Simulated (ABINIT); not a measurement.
Wanted: the native input for an ABINIT 10.8.3 (patched build) run.

| Item | Value |
| --- | --- |
| Task | band structure |
| Functional | PBE |
| Potentials or basis | JTH PAW PBE v2.0 |
| Cutoff | 408 eV |
| k mesh | 9 × 9 × 2 |
| Occupations | fermi-dirac, width 0.05 eV |
| Spin | no spin polarisation |
| Fine-grid cutoff | 816.342 eV |

Te2Mo, a slab with vacuum:

```
Te Mo
1.0
     3.56039    0.00000    0.00000
    -1.78020    3.08339    0.00000
     0.00000    0.00000   24.81126
Te Mo
4 2
Direct
  0.33333 0.66667 0.22364
  0.66667 0.33333 0.92063
  0.66667 0.33333 0.77636
  0.33333 0.66667 0.07937
  0.66667 0.33333 0.15154
  0.33333 0.66667 0.84846
```

These files were run (other wordings do the same):

run.abi

```
# Datasets: ground state, then fixed potential
ndtset 2

# Pseudopotentials
pp_dirpath "./"
pseudos "Te.GGA_PBE-JTH.xml, Mo.GGA_PBE-JTH.xml"

# Structure
acell 3*1.0 Angstrom
rprim
     3.5603917377     0.0000000000     0.0000000000
    -1.7801958688     3.0833896922     0.0000000000
     0.0000000000     0.0000000000    24.8112624000
ntypat 2
znucl 52 42
natom 6
typat 1 1 1 1 2 2
xred
     0.3333333333     0.6666666667     0.2236394800
     0.6666666667     0.3333333333     0.9206288600
     0.6666666667     0.3333333333     0.7763605200
     0.3333333333     0.6666666667     0.0793711400
     0.6666666667     0.3333333333     0.1515414900
     0.3333333333     0.6666666667     0.8484585100

# Plane-wave basis
ecut 15.0
pawecutdg 30.0
pawxcdev 0

# Exchange and correlation
ixc 11

# Bands and occupations
occopt 3
tsmear 0.05 eV

# SCF cycle
nstep 100

# Output
iomode 3
prtwf 0
prteig 0
prtebands 0
enunit 1
prtden1 1
prtvha1 1
prtvclmb1 1
prtpot1 1

# Dataset 1
kptopt1 1
ngkpt1 9 9 2
nshiftk1 1
shiftk1 0.0 0.0 0.0
nband1 32
tolvrs1 1.0e-9

# Dataset 2: bands along G-M-K-G-A-L-H-A
iscf2 -2
getden2 1
nband2 38
nbdbuf2 4
tolwfr2 1.0e-11
kptopt2 -7
ndivsm2 5
prteig2 1
kptbounds2
     0.0000000000     0.0000000000     0.0000000000
     0.5000000000     0.0000000000     0.0000000000
     0.3333333333     0.3333333333     0.0000000000
     0.0000000000     0.0000000000     0.0000000000
     0.0000000000     0.0000000000     0.5000000000
     0.5000000000     0.0000000000     0.5000000000
     0.3333333333     0.3333333333     0.5000000000
     0.0000000000     0.0000000000     0.5000000000
```

Potentials or basis: JTH PAW PBE v2.0.

Run with:

```console
$ abinit run.abi > log 2>&1
```

Results of the run:

```yaml
Largest_force: 0.344 eV/Å
Band_gap_on_the_k_mesh: 1.02 eV, direct
Band_gap_along_the_path: 1.02 eV, direct
Valence_electrons_inside_the_program's_atomic_spheres: Te 3.17, 3.18; Mo 11.26
```

Caveat: spin-orbit coupling is left out, which moves the levels of the heavy elements.

It took 22 min on 1 thread of Intel(R) Xeon(R) Platinum 8488C (Sapphire Rapids), on a shared host, peak memory 0.87 GiB.
